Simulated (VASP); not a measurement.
Runs of VASP 6.6.1 on Be. The structure is hexagonal, space group P6/mmm (No. 191). Conventional cell: a = 3.419 Å, b = 3.419 Å, c = 2.114 Å, α = 90.00°, β = 90.00°, γ = 120.00°. Around Be (site symmetry 6/mmm) lie 14 Be at 2.11 to 2.24 Å. Around Be (site symmetry -6m2) lie 11 Be at 1.97 to 2.24 Å. This isn't the form of Be at room conditions, which is hcp.

```csv
cell,k mesh,gap on the mesh (eV),pressure (GPa)
"P6/mmm, 7.13 Å³/atom",12 × 12 × 16,none,17.9
"P6/mmm, 8.11 Å³/atom",13 × 13 × 19,none,0.2
"P6/mmm, 8.11 Å³/atom",12 × 12 × 16,none,(a)
"P6/mmm, 8.75 Å³/atom",12 × 12 × 16,none,-7.4
```

Alike in all rows: task single point; level BLYP; potentials or basis VASP PAW PBE potentials, release 64 (Be); no spin polarisation; cutoff (eV) 520; smearing fermi-dirac 0.1 eV.

Problem. Fill in the values left out.

Solution. (a) 0.1.

Caveats: the PAW data sets were made with another functional, which shifts forces and pressure a little (some runs); so large a pressure means that the cell lies far from this level's equilibrium, or that cutoff or potentials fall short (some runs); the potentials were made for another functional, which shifts forces and pressure (some runs).

A gap of «none» marks a metal or a gap under the smearing width.
